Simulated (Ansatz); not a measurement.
Hf, DFT, PBE, PAW with Ansatz's default frozen-core files, scalar-relativistic (Ansatz 0.2.0), run on 1 thread of Intel(R) Xeon(R) 6975P-C (Granite Rapids) on a shared host.

The cell is COD entry 1534929, as deposited and not checked against the literature; nothing was relaxed. The listed cell was then made from it by scaling, straining or moving an atom.

Command: `ansatz run input.yaml --threads 1 --pin off --max-ram 3072MiB --backend cpu --events-out ev --progress --plain --runs-dir out`

```yaml
crystal:
  lattice:
    - [0.0, 2.22, 2.2644]
    - [2.22, 0.0, 2.2644]
    - [2.22, 2.22, 0.0]
  atoms:
    - { symbol: Hf, position: [0.0, 0.0, 0.0] }
kpoints:
  mp_grid: { grid: [13, 13, 13] }
scf:
  occupations: { method: fermi_dirac, width: 0.03 }
hamiltonian:
  xc: pbe
  pseudopotentials: { kind: paw }
output:
  forces: true
  stress: true
  eigenvalues: true
  efg: { contact_densities: true }
```

Task: How large is the problem that the program sets up?

Result: 196 irreducible k-points, 427 plane waves at Γ, 17 bands.

Task: Estimate the wall time and the peak memory.

Result: 3.2 s of wall time for 7 SCF iterations, with a peak of 0.44 GiB. Times on shared machines scatter by tens of per cent.

Task: And the same cell and mesh by all-electron PAW (datasets made for this crystal), asked for forces, stress, eigenvalues, efg, on the same hardware?

Result: 10 s, peak memory 0.58 GiB.
